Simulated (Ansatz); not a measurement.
## Straining TiO2

Computed with DFT PBEsol, scalar-relativistic, plane waves, PAW in Ansatz. (420 eV cutoff, 6×6×4 k-mesh, Gaussian smearing of 0.02 eV, no spin polarisation)

Starting point, cell and atoms relaxed:

```
Ti O
1.0
     6.07972   -1.86508    0.00016
     6.07972    1.86508    0.00016
    -1.90502    0.00000    6.24888
Ti O
4 8
Direct
  0.80492 0.80492 0.71634
  0.10093 0.10093 0.70853
  0.19508 0.19508 0.28366
  0.89907 0.89907 0.29147
  0.05829 0.05829 0.36991
  0.63823 0.63823 0.70507
  0.13378 0.13378 0.00346
  0.94171 0.94171 0.63009
  0.73621 0.73621 0.34818
  0.86622 0.86622 0.99654
  0.26379 0.26379 0.65182
  0.36177 0.36177 0.29493
```

Deformation: biaxial strain in the a-b plane, with the length and tilt of c and the atoms relaxed, all within the symmetry that the strain leaves. Energies are extrapolated to zero smearing. Gaps are Kohn–Sham gaps over the whole zone.

```tsv
strain (%)	ΔE (meV/atom)	a (Å)	b (Å)	c (Å)	gap (eV)
-2.0	11.0	6.232	6.232	6.636	2.90
-1.0	2.7	6.296	6.296	6.580	2.85
+0.0	0.0	6.359	6.359	6.533	2.81
+1.0	2.6	6.423	6.423	6.491	2.77
+2.0	10.3	6.487	6.487	6.452	2.74
```

(1) What stiffness (1/V) d²E/dε² at zero strain does a cubic fit over all points give?

(2) How does the free axis c answer a small strain?

(3) How fast does the gap move with strain on either side?

Results:

(1) A cubic fit gives (1/V) d²E/dε² = 718 GPa at zero strain (twice the biaxial modulus).

(2) Between the innermost points its strain is -0.68 times the applied one.

(3) -45 meV per percent on the compressed side and -39 meV per percent on the stretched side; it is indirect at -1.0 %, indirect at zero and indirect at +1.0 %.

This form isn't the usual stable structure of the compound.

Cost: 5 runs of about 5.5 core-minutes in all, on AMD EPYC 9R45 (Zen 5) (shared hosts).